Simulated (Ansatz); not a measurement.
# AlN: stress in a strained cell

Aim: deform AlN (equal xy, yz and zx engineering shear strains of +2 %) and compute stress, forces and field gradients with LAPW, PAW and all-electron datasets made for the crystal.

Program: Ansatz 0.2.0. Level of theory: DFT LDA, scalar-relativistic. These are calculated values, not measurements.

**1. The structure to begin with**

It takes space group Fm-3m (No. 225, cubic). Conventional cell: a = 3.956 Å, b = 3.956 Å, c = 3.956 Å, α = 90.00°, β = 90.00°, γ = 90.00°. Around Al (site symmetry m-3m) lie 6 N at 1.98 Å. Around N (site symmetry m-3m) lie 6 Al at 1.98 Å.

As a file:

```
Al N
1.0
     0.00000    1.97800    1.97800
     1.97800    0.00000    1.97800
     1.97800    1.97800    0.00000
Al N
1 1
Direct
  0.00000 0.00000 0.00000
  0.50000 0.50000 0.50000
```

Atoms are numbered in the order of the input: Al1, N2.

**2. The deformed structure**

Space group Fm-3m before, R-3m after.

**3. All-electron LAPW**

File input.yaml:

```yaml
crystal:
  lattice:
    - [0.03956, 1.99778, 1.99778]
    - [1.99778, 0.03956, 1.99778]
    - [1.99778, 1.99778, 0.03956]
  atoms:
    - { symbol: Al, position: [0.0, 0.0, 0.0] }
    - { symbol: "N", position: [0.5, 0.5, 0.5] }
kpoints:
  mp_grid: { grid: [12, 12, 12] }
  band_path:
    path:
      - [0.0, 0.0, 0.0]
      - [0.5, 0.5, 0.5]
      - [0.2451701269, 0.5, 0.7548298731]
      - [-0.2451701269, 0.2451701269, 0.5]
      - [0.0, 0.0, 0.5]
      - [0.0, 0.0, 0.0]
      - [-0.3725850634, 0.0, 0.3725850634]
      - [0.0, 0.3725850634, 0.6274149366]
      - [0.0, 0.5, 0.5]
    npoints: 5
scf:
  occupations: { method: fermi_dirac, width: 0.01 }
hamiltonian:
  xc: lda
  pseudopotentials: { kind: all_electron, lapw: { basis_error: 0.0005 } }
output:
  forces: true
  stress: true
  eigenvalues: true
```

Started as:

```console
$ ansatz run input.yaml --threads 1 --pin off --max-ram 3072MiB --backend cpu --events-out ev --progress --plain --runs-dir out
```

**4. PAW with frozen cores**

File input.yaml:

```yaml
crystal:
  lattice:
    - [0.03956, 1.99778, 1.99778]
    - [1.99778, 0.03956, 1.99778]
    - [1.99778, 1.99778, 0.03956]
  atoms:
    - { symbol: Al, position: [0.0, 0.0, 0.0] }
    - { symbol: "N", position: [0.5, 0.5, 0.5] }
kpoints:
  mp_grid: { grid: [12, 12, 12] }
scf:
  occupations: { method: fermi_dirac, width: 0.01 }
hamiltonian:
  xc: lda
  pseudopotentials: { kind: paw }
output:
  forces: true
  stress: true
  eigenvalues: true
  efg: { contact_densities: true }
```

**5. All-electron PAW on datasets made for the crystal**

input.yaml, as its differences from that of step 4:

```diff
@@ -14,3 +14,3 @@
   xc: lda
-  pseudopotentials: { kind: paw }
+  pseudopotentials: { kind: all_electron, datasets: crystal }
 output:
```

(Steps that only read results are left out.)

What does the calculation give? Wanted: pressure; largest shear or deviatoric stress.

The runs gave:

```
                                 quantity                                              value
                                 pressure  LAPW 12.62, PAW 12.61, crystal datasets 12.62 GPa
largest shear or deviatoric stress (LAPW)                                           7.09 GPa
```

In words: The largest part of the stress beyond the pressure is 7.09 GPa in size; the atoms are carried along and not relaxed. No run of the undeformed cell stands beside it, so the pressure holds what the given cell had before the change. PAW: stress within 0.01 GPa of LAPW. Crystal datasets: stress within 0.01 GPa of LAPW.
